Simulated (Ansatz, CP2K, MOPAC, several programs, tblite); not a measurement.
Energy against volume for AgCl (Cmcm) from a database of computed structures, at fixed shape and fractional coordinates, computed by several methods (PBE and r2SCAN, where shown, with plane waves in Ansatz); the cell shown is that of r2SCAN. With free coordinates or axes held, a curve is too stiff, and on another method's shape its minimum isn't the method's own volume. The symmetry is Cmcm (No. 63, orthorhombic); conventional cell a = 3.726 Å, b = 11.112 Å, c = 3.942 Å, 20.40 Å³ an atom. Ag has 7 Cl at 2.73–3.24 Å; Cl has 7 Ag at 2.73–3.24 Å. (Simulation; spin polarisation is off.) Energies count from each curve's lowest point; fits are third-order Birch-Murnaghan.

```xyz
4
Lattice="1.8631 -5.5560 0.0000 1.8631 5.5560 0.0000 0.0000 0.0000 3.9420" Properties=species:S:1:pos:R:3 pbc="T T T"
Ag    1.8631    1.1581    2.9565
Ag    1.8631   -1.1581    0.9855
Cl    1.8631   -4.0661    0.9855
Cl    1.8631    4.0661    2.9565
```

PBE/SZV (CP2K), on the shape of the cell shown:

| V (Å³/atom) | E (meV/atom) |
| --- | --- |
| 17.955 | 288.58 |
| 19.179 | 148.08 |
| 20.403 | 62.87 |
| 21.627 | 17.22 |
| 22.851 | 0.00 |

The lowest point is an end point, so the minimum isn't bracketed.

light PBE (260 eV, its own mesh), on the shape of the cell shown:
```csv
V (Å³/atom),E (meV/atom)
18.771,70.62
19.587,31.87
20.403,4.34
21.219,0.00
22.035,2.23
22.851,18.78
```
The points scatter about a smooth fit, as a low cutoff and a light mesh can make them, so no fit is quoted.

Question: GFN2-xTB (tblite), on the shape of the cell shown, as a cluster of 72 atoms at the zone centre, gives
```csv
V (Å³/atom),E (meV/atom)
17.955,29.52
19.179,0.00
20.403,5.89
21.627,36.09
22.851,83.08
```
What equilibrium volume and bulk modulus follow?

Answer: V₀ = 19.53 Å³ an atom and B₀ = 66 GPa.

Question: r2SCAN, on the shape of its own relaxed cell, gives
```
V (Å³/atom)  E (meV/atom)
     19.179         14.66
     19.791          3.47
     20.403          0.00
     21.015          2.93
     21.627         11.15
```
What equilibrium volume and bulk modulus follow?

Answer: V₀ = 20.41 Å³ an atom and B₀ = 56 GPa.

PM7 (MOPAC), on the shape of the cell shown, as a cluster of 72 atoms at the zone centre:
```
V (Å³/atom)  E (meV/atom)
     17.955          0.00
     19.179         71.26
     20.403        154.72
     21.627        245.73
     22.851        338.57
```
The lowest point is an end point, so the minimum isn't bracketed.
